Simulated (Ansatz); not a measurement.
Crystal: AgBr.

```
Ag Br
1.0
     0.00000    2.87015    2.87015
     2.87015    0.00000    2.87015
     2.87015    2.87015    0.00000
Ag Br
1 1
Direct
  0.00000 0.00000 0.00000
  0.50000 0.50000 0.50000
```

Base run:

| Item | Value |
| --- | --- |
| Program | Ansatz 0.2.0 |
| Functional | PBE0 |
| Potentials or basis | Ansatz PAW |
| Cutoff | 420 eV (not typed: the program's choice for these potentials) |
| k mesh | 6 × 6 × 6 |
| Occupations | fermi-dirac, width 0.05 eV |
| Spin | no spin polarisation |

Its results: band gap on the k mesh 2.69 eV, indirect (least direct gap 4.53 eV); pressure 2.0 GPa.

Question: The run is repeated on the same cell with these changes: functional from PBE0 to HSE06. What comes out?

Answer: Band gap on the k mesh 2.02 eV, indirect (least direct gap 3.86 eV); pressure 2.0 GPa.

Caveats: the PAW data sets come from PBE, with cores solved anew for the run's functional, which leaves a small shift of forces and pressure; the thresholds are loose for stress.
